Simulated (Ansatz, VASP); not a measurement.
## One calculation of MgS, two programs

```
Mg S
1.0
     0.00000    2.74595    2.74595
     2.74595    0.00000    2.74595
     2.74595    2.74595    0.00000
Mg S
1 1
Direct
  0.00000 0.00000 0.00000
  0.25000 0.25000 0.25000
```

Change from the starting cell: hydrostatic strain -3.0%.

Alike in both runs: task single point; functional PBE; k mesh 8 × 8 × 8; occupations fermi-dirac, width 0.02 eV; no spin polarisation.

|  | VASP | Ansatz |
| --- | --- | --- |
| version | VASP 6.6.1 | Ansatz 0.2.0 |
| potentials or method | VASP PAW PBE potentials, release 64 (Mg, S) | plane waves, PAW |
| plane-wave cutoff (eV) | 520 | 420 |
| valence electrons in the cell | 8 | 16 |

VASP gave:

```
gap on the k mesh at the Fermi level (eV) : 3.79
pressure (GPa)                            : 7.5
```

Task: Estimate Ansatz's values.

Result: gap on the k mesh at the Fermi level (eV): 3.80; pressure (GPa): 7.6.

The two sets of potentials don't hold the same shells in valence.

A k mesh can miss the band edges.
